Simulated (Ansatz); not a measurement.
Below is a relaxed structure of C. The cell was found from a structure generator's guess, not taken from experiment.

Theory: Ansatz 0.2.0, DFT PBE, scalar-relativistic, plane waves, PAW. Cutoff 420 eV, Γ-centred mesh, Gaussian smearing, no spin polarisation.

```
C
1.0
     1.23328   -2.13605    0.00000
     1.23328    2.13605    0.00000
     0.00000    0.00000   12.93762
C
6
Direct
  0.16667 0.83333 0.66992
  0.83333 0.16667 0.66992
  0.83333 0.16667 0.33008
  0.16667 0.83333 0.33008
  0.33333 0.66667 0.00000
  0.66667 0.33333 0.00000
```

Energies count from the standard state of C at the same level.

Question: Find its symmetry and describe it.

Answer: Cmmm (No. 65). Conventional cell: a = 2.467 Å, b = 4.272 Å, c = 12.938 Å. Around C on a site of symmetry m lie 3 C at 1.42 Å; around C on a site of symmetry m2m lie 3 C at 1.42 Å.

Question: How far does it lie from the standard state of C?

Answer: 0.00 eV/atom. It is level with the standard state within the noise.

Question: Is it a metal?

Answer: There is no gap on the 18×18×4 mesh, but valence and conduction bands overlap by only 0.03 eV, so at this level it is a semimetal.

The last run used an 18×18×4 mesh (in the run's order of axes) for its 6-atom cell and Gaussian smearing of 0.10 eV. Weakly bound directions are ill-defined at this level, which has no dispersion term. The zero gap may come from the functional, which often closes small gaps, or the cell may be a true semimetal. The reference form of C is held partly by dispersion forces, which this level lacks. Symmetry constrained the relaxation, so the result can be a saddle point.
